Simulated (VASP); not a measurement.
Computed with PBE GGA, VASP's PBE PAW potentials (set 64) (plane waves; VASP).

VASP input:

### POSCAR
```
CsPbI3
1
    6.3538012517     0.0000000000    -0.0000000000
   -0.0000000000     6.3538012517     0.0000000000
    0.0000000000    -0.0000000000     6.3538012517
Cs Pb I
1 1 3
Direct
  0.0000000000   0.0000000000   0.0000000000
  0.5000000000   0.5000000000   0.5000000000
  0.5000000000   0.0000000000   0.5000000000
  0.0000000000   0.5000000000   0.5000000000
  0.5000000000   0.5000000000   0.0000000000
```

INCAR:
```
! general
SYSTEM =CsPbI3
PREC   =Accurate
ENCUT  =400
LREAL  =F
LASPH  =T
NBANDS =78

! electronic loop
EDIFF  =1E-7
NELM   =100
ALGO   =Normal
LMAXMIX=4

! smearing
ISMEAR =0
SIGMA  =0.01

! functional
GGA    =PE

! output
LWAVE  =F
LCHARG =F
NEDOS  =1001

! other
LOPTICS=T
CSHIFT =0.1
```

File KPOINTS:
```
Automatic mesh
0
Gamma
7 7 7
0 0 0
```

POTCAR, in this order: Cs_sv Pb_d I (PBE.64 set). Program: vasp_std.

What VASP printed:

### OSZICAR
```
       N       E                     dE             d eps       ncg     rms          rms(c)
DAV:   1     0.314070615112E+03    0.31407E+03   -0.13097E+04  3120   0.391E+02
DAV:   2     0.234284687060E+02   -0.29064E+03   -0.26497E+03  3448   0.119E+02
DAV:   3    -0.130999550484E+02   -0.36528E+02   -0.35743E+02  3734   0.485E+01
DAV:   4    -0.144008668141E+02   -0.13009E+01   -0.12991E+01  3896   0.103E+01
DAV:   5    -0.144430576709E+02   -0.42191E-01   -0.42187E-01  4504   0.179E+00    0.342E+00
DAV:   6    -0.140947310999E+02    0.34833E+00   -0.15886E-01  4746   0.165E+00    0.212E+00
DAV:   7    -0.140543645869E+02    0.40367E-01   -0.17427E-01  4506   0.992E-01    0.109E+00
DAV:   8    -0.140633711984E+02   -0.90066E-02   -0.35283E-02  3680   0.729E-01    0.320E-01
DAV:   9    -0.140608298741E+02    0.25413E-02   -0.40879E-03  4298   0.325E-01    0.114E-01
DAV:  10    -0.140610034179E+02   -0.17354E-03   -0.90482E-04  3524   0.714E-02    0.385E-02
DAV:  11    -0.140610194306E+02   -0.16013E-04   -0.11643E-04  4226   0.295E-02    0.208E-02
DAV:  12    -0.140610201749E+02   -0.74434E-06   -0.10365E-05  4078   0.838E-03    0.130E-02
DAV:  13    -0.140610192609E+02    0.91401E-06   -0.24124E-06  3834   0.601E-03    0.270E-03
DAV:  14    -0.140610192689E+02   -0.80354E-08   -0.77084E-07  3680   0.200E-03
   1 F= -.14061019E+02 E0= -.14061019E+02  d E =-.266379E-22
 imaginary and real dielectric function
```

### OUTCAR
```
------------------------ aborting loop because EDIFF is reached ----------------------------------------
  FORCE on cell =-STRESS in cart. coord.  units (eV):
  Direction    XX          YY          ZZ          XY          YZ          ZX
  --------------------------------------------------------------------------------------
  Total        0.4435357      0.4435357      0.4435357      0.0000000     -0.0000000     -0.0000000
  in kB        2.7703734      2.7703734      2.7703734      0.0000000     -0.0000000     -0.0000000
  external PRESSURE =       2.7703734 kB  Pullay stress =       0.0000000 kB
  volume of cell :      256.51
      direct lattice vectors                 reciprocal lattice vectors
     6.353801252  0.000000000  0.000000000     0.157386100  0.000000000  0.000000000
     0.000000000  6.353801252  0.000000000     0.000000000  0.157386100  0.000000000
     0.000000000  0.000000000  6.353801252     0.000000000  0.000000000  0.157386100
 POSITION                                       TOTAL-FORCE (eV/Angst)
 -----------------------------------------------------------------------------------
      0.00000      0.00000      0.00000         0.000000      0.000000      0.000000
      3.17690      3.17690      3.17690         0.000000      0.000000      0.000000
      3.17690      0.00000      3.17690         0.000000      0.000000      0.000000
      0.00000      3.17690      3.17690         0.000000      0.000000      0.000000
      3.17690      3.17690      0.00000         0.000000      0.000000      0.000000
 -----------------------------------------------------------------------------------
    total drift:                                0.000000     -0.000000     -0.000000
  FREE ENERGIE OF THE ION-ELECTRON SYSTEM (eV)
  ---------------------------------------------------
  free  energy   TOTEN  =       -14.0610192689 eV

  energy  without entropy=      -14.0610192689  energy(sigma->0) =      -14.06101927

 plasma frequency squared (from intraband transitions) (eV^2)
  --------------------------------------------------------------------------------------
       0.000       0.000      -0.000
       0.000       0.000       0.000
      -0.000       0.000       0.000

 plasma frequency squared (from interband transitions, int dw w eps(2)(w)) (eV^2)
  --------------------------------------------------------------------------------------
     197.695       0.000       0.000       0.000      -0.000      -0.000
       0.000      -0.000     197.695       0.000       0.000      -0.000
      -0.000       0.000       0.000       0.000     197.695       0.000
```
(Selected blocks of OUTCAR.)

File OUTCAR:
```
 val. band max:        1.1715793738   @ k =   0.4286   0.4286   0.4286

 cond. band min:       3.1831517324   @ k =   0.4286   0.4286   0.4286


 Fermi energy:         1.2371872126

 k-point     1 :       0.0000    0.0000    0.0000
  band No.  band energies     occupation
      1     -19.9546      2.00000
      2     -15.1978      2.00000
      3     -15.1978      2.00000
      4     -15.1411      2.00000
      5     -15.1411      2.00000
      6     -15.1411      2.00000
      7     -10.7211      2.00000
      8      -9.9691      2.00000
      9      -9.9691      2.00000
     10      -6.7344      2.00000
     11      -6.7344      2.00000
     12      -6.7344      2.00000
     13      -5.3865      2.00000
     14      -2.0050      2.00000
     15      -2.0050      2.00000
     16      -2.0050      2.00000
     17       0.1821      2.00000
     18       0.1821      2.00000
     19       0.1821      2.00000
     20       0.3036      2.00000
     21       0.3036      2.00000
     22       0.3036      2.00000
     23       4.5637      0.00000
     24       5.6233      0.00000
     25       5.6233      0.00000
     26       6.0522      0.00000
     27       6.0522      0.00000
     28       6.0522      0.00000
     29       7.0393      0.00000
     30       7.0393      0.00000
     31       7.0393      0.00000
     32       8.2891      0.00000
     33       8.2891      0.00000
     34       8.2891      0.00000
     35      10.3040      0.00000
     36      10.3040      0.00000
     37      10.3664      0.00000
     38      10.3664      0.00000
     39      10.3664      0.00000
     40      11.0554      0.00000
     41      11.7869      0.00000
     42      11.7869      0.00000
     43      12.3925      0.00000
     44      12.6234      0.00000
     45      12.6234      0.00000
     46      12.6234      0.00000
     47      13.2202      0.00000
     48      13.2202      0.00000
     49      13.2202      0.00000
     50      13.3609      0.00000
     51      13.3609      0.00000
...
```

The dielectric response may not be converged in the k-mesh; for small gaps it tends to come out too large. Unless said otherwise, spin-orbit coupling is left out, though it shifts the bands of the heavy elements here.

The compound is CsPbI3 in the cubic perovskite structure, the ideal cubic form; the compound distorts at low or room temperature. It was relaxed first.
